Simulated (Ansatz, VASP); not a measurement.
# One calculation of Pt, two programs

INCAR

```
  ALGO = Fast
  EDIFF = 1E-6
  ENCUT = 520
  GGA = PS
  ISIF = 2
  ISMEAR = 0
  LASPH = True
  LCHARG = False
  LREAL = False
  LWAVE = False
  NBANDS = 11
  NELM = 100
  PREC = Accurate
  SIGMA = 0.15
```

KPOINTS

```
k-points
0
Gamma
  26 26 26
```

The input POSCAR:

```
Pt
1.0
   -1.5838776602      1.5838776602      1.5838776602
    1.5838776602     -1.5838776602      1.5838776602
    1.5838776602      1.5838776602     -1.5838776602
Pt
1
Direct
    0.0000000000      0.0000000000      0.0000000000
```

Input for Ansatz:

```yaml
crystal:
  lattice:
    - [-1.5838776602, 1.5838776602, 1.5838776602]
    - [1.5838776602, -1.5838776602, 1.5838776602]
    - [1.5838776602, 1.5838776602, -1.5838776602]
  atoms:
    - { symbol: Pt, position: [0.0, 0.0, 0.0] }
basis:
  ecutwfc: 420
kpoints:
  mp_grid: { grid: [26, 26, 26] }
hamiltonian:
  xc: pbesol
scf:
  occupations: { method: gaussian, width: 0.15 }
output:
  forces: true
  stress: true
  eigenvalues: true
```

Change from the starting cell: strain +0.015 along x and y, +0.015 along z, atoms carried along.

Alike in both runs: task single point; functional PBEsol; k mesh 26 × 26 × 26; occupations gaussian, width 0.15 eV; no spin polarisation.

|  | VASP | Ansatz |
| --- | --- | --- |
| version | VASP 6.6.1 | Ansatz 0.2.0 |
| potentials or method | VASP PAW PBE potentials, release 64 (Pt) | scalar-relativistic, plane waves, PAW |
| plane-wave cutoff (eV) | 520 | 420 |
| valence electrons in the cell | 10 | 18 |

Ansatz gave:

| Quantity | Value |
| --- | --- |
| gap on the k mesh at the Fermi level (eV) | none |
| pressure (GPa) | -10.9 |

Q: Which values does VASP return?

A: gap on the k mesh at the Fermi level (eV): none; pressure (GPa): -11.2.

A gap of «none» marks a metal or a gap that the smearing closes. The functional is the same, so the differences come from potentials, cutoffs and numerics. The two sets of potentials don't hold the same shells in valence.

Caveats: the PAW data sets were made with another functional, which shifts forces and pressure a little (VASP). Spin-orbit coupling is left out, which matters for the levels of Pt.
